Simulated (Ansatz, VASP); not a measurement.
**ZnS: VASP beside Ansatz**

```
Zn S
1.0
     0.00000    2.72121    2.72121
     2.72121    0.00000    2.72121
     2.72121    2.72121    0.00000
Zn S
1 1
Direct
  0.25000 0.25000 0.25000
  0.00000 0.00000 0.00000
```

Alike in both runs: task single point; functional r2SCAN; k mesh 8 × 8 × 8; occupations gaussian, width 0.02 eV; no spin polarisation.

|  | VASP | Ansatz |
| --- | --- | --- |
| version | VASP 6.6.1 | Ansatz 0.2.0 |
| potentials or method | VASP PAW PBE potentials, release 64 (Zn, S) | scalar-relativistic, plane waves, PAW |
| plane-wave cutoff (eV) | 520 | 500 |
| valence electrons in the cell | 18 | 18 |

|  | VASP | Ansatz | Ansatz less VASP |
| --- | --- | --- | --- |
| gap on the k mesh at the Fermi level (eV) | 2.58 | 2.57 | -0.008 |
| least direct gap on the mesh (eV) | 2.58 | 2.57 | -0.008 |
| pressure (GPa) | -2.1 | -2.2 | -0.04 |

Caveats: the PAW data sets were made with another functional, which shifts forces and pressure a little (VASP). r2SCAN opens gaps a little over a GGA but as a rule still falls short of measured ones.
